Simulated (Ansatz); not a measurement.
Here is an Ansatz 0.2.0 calculation.

File input.yaml:

```yaml
crystal:
  lattice:
    - [0.0, 2.1554, 2.1554]
    - [2.1554, 0.0, 2.1554]
    - [2.1554, 2.1554, 0.0]
  atoms:
    - { symbol: Fe, position: [0.0, 0.0, 0.0], spin: 3.0 }
    - { symbol: O, position: [0.5, 0.5, 0.5] }
hamiltonian:
  xc: revpbe
  pseudopotentials: { kind: paw }
  dispersion: d4
magnetization:
  spin_polarized: true
kpoints:
  mp_grid: { grid: [11, 11, 11] }
scf:
  occupations: { method: fermi_dirac, width: 0.05 }
output:
  forces: true
  stress: true
relax:
  f_tol: 0.01
  max_steps: 40
  cell: { stress_tol: 0.05 }
```

Potentials or basis: Ansatz PAW.

Command:

```bash
$ ansatz run input.yaml --threads 2 --pin off --max-ram 5632MiB --backend cpu --events-out ev --progress --plain --runs-dir out
```

Q: Predict the absolute moment.

A: 4.01 μB per cell.

Q: What does it give for the site moments?

A: Fe +3.45; O +0.32 μB.

Q: Predict the space group after relaxing (to 0.05 Å).

A: Fm-3m (No. 225).

Q: Predict the net moment.

A: 4.00 μB per cell.

Final structure:
```cif
data_structure
_symmetry_space_group_name_H-M 'P 1'
_symmetry_Int_Tables_number 1
_cell_length_a 3.0308
_cell_length_b 3.0308
_cell_length_c 3.0308
_cell_angle_alpha 60.000
_cell_angle_beta 60.000
_cell_angle_gamma 60.000
_cell_volume 19.69
loop_
_atom_site_label
_atom_site_type_symbol
_atom_site_fract_x
_atom_site_fract_y
_atom_site_fract_z
_atom_site_occupancy
Fe1 Fe 0.00000 0.00000 0.00000 1
O1 O 0.50000 0.50000 0.50000 1
```

Caveat: a cell with one magnetic atom can't hold antiferromagnetic order, which such compounds often take.
